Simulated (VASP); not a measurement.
Runs of VASP 6.6.1 on Ta. The structure is hexagonal, space group P6_3/mmc (No. 194). Conventional cell: a = 2.867 Å, b = 2.867 Å, c = 5.093 Å, α = 90.00°, β = 90.00°, γ = 120.00°. Around Ta (site symmetry -6m2) lie 12 Ta at 2.87 to 3.04 Å. This isn't the form of Ta at room conditions, which is bcc.

```csv
level,k mesh,cutoff (eV),smearing,further INCAR settings,gap on the mesh (eV),pressure (GPa)
PBEsol,18 × 18 × 10,520,gaussian 0.5 eV,ALGO = Fast; EDIFF = 1e-06,none,0.9
r2SCAN,18 × 18 × 10,520,gaussian 0.1 eV,ALGO = Normal; EDIFF = 1e-06,none,(a)
PBEsol,18 × 18 × 10,700,gaussian 0.1 eV,ALGO = Fast; EDIFF = 1e-06,none,0.0
PBEsol,27 × 27 × 12,520,gaussian 0.1 eV,ALGO = Fast; EDIFF = 1e-06,none,0.0
PBEsol,18 × 18 × 10,900,gaussian 0.1 eV,ALGO = Fast; EDIFF = 1e-06,none,0.0
```

Alike in all rows: task single point; potentials or basis VASP PAW PBE potentials, release 64 (Ta_pv); no spin polarisation; cell as given.

Fill in the values left out.

(a) 4.6.

Caveats: the PAW data sets were made with another functional, which shifts forces and pressure a little.

A k mesh can miss the band edges, and the runs leave out spin-orbit coupling on Ta.

A gap of «none» marks a metal or a gap under the smearing width.
